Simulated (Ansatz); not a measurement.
KI:

```
I K
1.0
     0.00000    3.53277    3.53277
     3.53277    0.00000    3.53277
     3.53277    3.53277    0.00000
I K
1 1
Cartesian
  3.5328 3.5328 3.5328
  0.0000 0.0000 0.0000
```

| Item | Value |
| --- | --- |
| Program | Ansatz 0.2.0 |
| Task | relaxation of cell and atoms |
| Functional | RPBE |
| Dispersion | D3(BJ) |
| Potentials or basis | Ansatz PAW |
| Cutoff | 420 eV (not typed: the program's choice for these potentials) |
| k mesh | 7 × 7 × 7 |
| Occupations | fermi-dirac, width 0.05 eV |
| Spin | no spin polarisation |

At the start: volume 44.09 Å³/atom.

Task: Where does the relaxation end?

Result: It ends after 6 steps and the volume is 31.54 Å³/atom (-28.5 %); space group Fm-3m (No. 225, to 0.05 Å).

The path:
| step | energy change (eV) | largest force (eV/Å) | volume (Å³) |
| --- | --- | --- | --- |
| 1 | 0.0000 | 0.0000 | 88.18 |
| 2 | -0.3142 | 0.0000 | 76.04 |
| 3 | -0.4869 | 0.0000 | 64.95 |
| 4 | -0.4908 | 0.0000 | 62.25 |
| 5 | -0.4919 | 0.0000 | 63.09 |
| 6 | -0.4911 | 0.0000 | 63.09 |

Final structure:
```
I K
1.0
     0.00000    3.15965    3.15965
     3.15965    0.00000    3.15965
     3.15965    3.15965    0.00000
I K
1 1
Direct
  0.50000 0.50000 0.50000
  0.00000 0.00000 0.00000
```

Caveat: the volume moved by over 15 % at a fixed basis, so the end points are rough; the plane-wave basis is chosen anew once the cell has moved, so the energies of steps on either side of that aren't comparable; the PAW data sets come from PBE, with cores solved anew for the run's functional, which leaves a small shift of forces and pressure.
